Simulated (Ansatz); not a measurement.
input.yaml (Ansatz)

```yaml
crystal:
  lattice:
    - [1.7693253937, 0.0, 0.0]
    - [-0.8846626969, 1.5322807385, 0.0]
    - [0.0, 0.0, 21.8714196323]
  atoms:
    - { symbol: B, position: [1.0, 1.0, 0.0] }
    - { symbol: B, position: [1.0, 0.0, 0.5] }
    - { symbol: B, position: [0.3333333333, 0.6666666667, 0.25] }
    - { symbol: B, position: [0.6666666667, 0.3333333333, 0.75] }
hamiltonian:
  xc: rpbe
  pseudopotentials:
    kind: paw
    azcp:
      B: "pseudopotentials/B.paw.azcp"
basis:
  ecutwfc: 420
  fft_grid_basis: typed
kpoints:
  mp_grid: { grid: [23, 23, 2], shift: [0, 0, 0] }
magnetization:
  spin_polarized: false
scf:
  occupations: { method: fermi_dirac, width: 0.1 }
  lower_state_search: "off"
output:
  stress: true
  write_density: true
  write_potential: true
  elf: true
  volumetric_format: npy
```

Terminal output

```
Engine: ansatz 0.2.0, aarch64-unknown-linux-gnu
Pseudopotentials: kind: paw
Pseudopotential: B, paw, valence charge 3, recommended cutoff 420 eV (normal) 
Functional definition: RPBE
  parameter kappa = 0.804
  parameter beta = 0.06672455060314922
  exchange = rpbe_x(kappa = kappa, mu = beta*pi^2/3)
  correlation = pbe_c(beta = beta)
Crystal: 4 atoms, lattice volume = 59.296 Å³
Basis set: ecut = 420 eV, 1063 PW (Γ)
Bands: 10, of which v1, the nominal top of the filled ones, is band 6 counted from 1 (5 counted from 0)
Symmetry: 24 space group operations
Space group: P63/mmc (ITA 194), of the structure as read, at distance tolerance 3.9e-5 Å
k-points: 112 of 1058
Non-local potential: B, projectors of the file, l = 0: 2, l = 1: 2, l = 2: 1
PAW form: soft (Blöchl's): semilocal exchange-correlation on the pseudo side does not see the compensation charge
PAW frozen core: B, regenerated for the run's functional, and the local potential with it (the file was generated under x = pbe(κ = 0.804, μ = 0.2195149727645171), c = pbe(β = 0.06672455060314922))
PAW one-centre angular grid: B, 110 points (default); XC on 64 Gauss nodes
Initial density: superposition of atomic densities (neutral atoms: chi_scale 0, normalization atom), corrected by the library's trained network
Initial wavefunctions: pseudopotential atomic-orbital guess
Functional: x = rpbe, c = pbe(β = 0.06672455060314922)
SCF iter   1: F=—  HF=-625.183204 eV  |F-HF|=—  |Δ(HF+E_count)|=         —  Δρ=1.60e-2  dr2=1.76e-1  ethr=1.77e-3  ⟨swp⟩=5.8  Hψ=7818  notcnv=0
SCF iter   2: F=—  HF=-625.136675 eV  |F-HF|=—  |Δ(HF+E_count)|=   4.65e-2  Δρ=3.97e-3  dr2=6.86e-3  ethr=1.47e-3  ⟨swp⟩=2.9  Hψ=2953  notcnv=0  defer=3
SCF iter   3: F=—  HF=-625.139464 eV  |F-HF|=—  |Δ(HF+E_count)|=   2.79e-3  Δρ=4.29e-4  dr2=1.60e-4  ethr=5.71e-5  ⟨swp⟩=2.5  Hψ=2176  notcnv=0  defer=3
SCF iter   4: F=—  HF=-625.139593 eV  |F-HF|=—  |Δ(HF+E_count)|=   1.29e-4  Δρ=7.88e-5  dr2=4.38e-6  ethr=1.33e-6  ⟨swp⟩=2.2  Hψ=1906  notcnv=0  defer=3
SCF iter   5: F=—  HF=-625.139592 eV  |F-HF|=—  |Δ(HF+E_count)|=   9.84e-7  Δρ=8.53e-6  dr2=5.42e-8  ethr=3.65e-8  ⟨swp⟩=2.2  Hψ=1851  notcnv=0  defer=3
SCF iter   6: F=-625.139591 eV  HF=-625.139591 eV  |F-HF|=9.50e-10  |Δ(HF+E_count)|=   4.65e-7  Δρ=1.52e-6  dr2=2.18e-9  ethr=4.52e-10  ⟨swp⟩=10.0  Hψ=9754  notcnv=0
SCF 1 converged in 6 iterations: F = -625.139591 eV  dr2 = 2.18e-9
SCF converged after 6 iterations
Free energy (F): -625.139591 eV
Harris-Foulkes:  -625.139591 eV  (|F-HF|=9.50e-10)
Internal energy: -625.090182 eV  (E = F + TS)
E sigma→0 (E₀):  -625.114887 eV
Entropy (-TS):   -0.049409 eV (-12.352 meV/atom)
Fermi energy:    3.574950 eV
--- Per-component energies (eV) ---
  E_band       = -56.544760
  E_kinetic    = 194.383611
  E_local      = -557.848529  (includes V_loc(G=0)·N_el)
  E_nonlocal   = 39.839327
  E_hartree    = 212.584830
  E_xc         = -125.977947
  E_vxc        = -148.897583  (∫ρ·V_xc dr)
  E_paw        = -318.216661  (= ΣΔE_a)
  E_vpaw       = -9.192078  (= ΣTr[D̂ρ^β])
  E_aug_tail   = -0.000010  (compensation charges beyond the density's cutoff)
  E_ewald      = -69.812504
  E_core_change = -0.042299  (= ΣΔE_core)
  E_smearing   = -0.049409  (= −TS)
  E_closure    = -0.000000  (closes the sum)
  Σ components = -625.139591   (vs F -625.139591, Δ=0.00e0)
--- Stress (GPa, compression-positive) ---
      -13.154244       0.000000      -0.000000
       -0.000000     -13.154244      -0.000000
       -0.000000      -0.000000      -0.016784
  P = ⅓ Tr σ = -8.7751 GPa (-87.751 kbar)
--- Band table (eV; the first three rows and the last of 112) ---
  k-point 0: bands = ["-12.8682", "-12.8650", "-12.8650", "-12.8619", "-3.6024", "-3.5398", "-3.5394", "-3.4748", "5.5663", "6.2851"]
  k-point 1: bands = ["-12.8673", "-12.8673", "-12.8628", "-12.8628", "-3.5843", "-3.5843", "-3.4942", "-3.4942", "5.7520", "5.7520"]
  k-point 2: bands = ["-12.7848", "-12.7817", "-12.7817", "-12.7786", "-3.4864", "-3.4240", "-3.4236", "-3.3591", "5.6790", "6.3981"]
  k-point 111: bands = ["-0.5135", "-0.5135", "-0.5134", "-0.5134", "1.1646", "1.1646", "1.1647", "1.1647", "10.9045", "10.9045"]
```

Command:

```sh
ansatz run input.yaml --threads 2 --pin off --max-ram 5120MiB --backend cpu --events-out ev --progress --plain --runs-dir out
```

On 2 threads of Arm Neoverse N1 (shared host) this took about 4.7 s of wall time and 9 s of CPU time.
